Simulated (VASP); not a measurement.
**PtSe under changes of volume**

One of the cells (28.584 Å³/atom); the others are scaled copies at fixed shape and fractional positions:

```xyz
2
Lattice="0.0000 3.0576 3.0576 3.0576 0.0000 3.0576 3.0576 3.0576 0.0000" Properties=species:S:1:pos:R:3 pbc="T T T"
Pt    0.0000    0.0000    0.0000
Se    1.5288    1.5288    1.5288
```

The cell comes from a database or a generator and needn't be the stable form of this composition.

| Item | Value |
| --- | --- |
| Program | VASP 6.6.1 |
| Functional | PBE |
| Potentials or basis | VASP PAW PBE potentials, release 64 (Pt, Se) |
| Cutoff | 520 eV |
| k mesh | 8 × 8 × 8 |
| Occupations | fermi-dirac, width 0.05 eV |
| Spin | no spin polarisation |

```tsv
volume (Å³/atom)	energy over the lowest point (meV/atom)	pressure (GPa)
26.342	0.00	-8.8
26.903	32.43	-9.7
27.463	67.78	-10.5
28.584	?	?
29.145	187.45	-12.1
29.705	230.69	-12.5
```

What does the run at 28.584 Å³/atom give?

Energy over the lowest point 145.67 meV/atom; pressure -11.7 GPa.

Worked out: A Birch-Murnaghan fit of order 3 (a polynomial in V^(-2/3)) to the other rows has no minimum within the range. It gives 145.64 meV/atom at 28.584 Å³/atom, against the run's 145.67, and -dE/dV = -11.7 GPa, against -11.7.

Energies are extrapolated to zero smearing.
